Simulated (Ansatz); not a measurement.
K, 1 atom in the cell. It takes space group Fm-3m (No. 225, cubic). Conventional cell: a = 6.784 Å, b = 6.784 Å, c = 6.784 Å, α = 90.00°, β = 90.00°, γ = 90.00°. This isn't the form of K at room conditions, which is bcc.

```yaml
Program: Ansatz 0.2.0
Task: relaxation of cell and atoms
Functional: r2SCAN
Potentials_or_basis: Ansatz PAW
Cutoff: "500 eV (not typed: the program's choice for these potentials)"
k_mesh: 7 × 7 × 7
Occupations: fermi-dirac, width 0.05 eV
Spin: no spin polarisation
Target_pressure_GPa: 0
```

Potentials or basis: Ansatz PAW.

Run with:

```bash
$ ansatz run input.yaml --threads 2 --pin off --max-ram 5632MiB --backend cpu --events-out ev --progress --plain --runs-dir out
```

Hardware: 2 threads of Arm Neoverse V1, on a shared host.

Problem. Estimate the wall time of this run.

Solution. It took 6.6 s on 2 threads of Arm Neoverse V1, on a shared host, peak memory 0.49 GiB. Counts: scf iterations 19, plane waves 1917, k points 20, bands 9, ion steps 4.
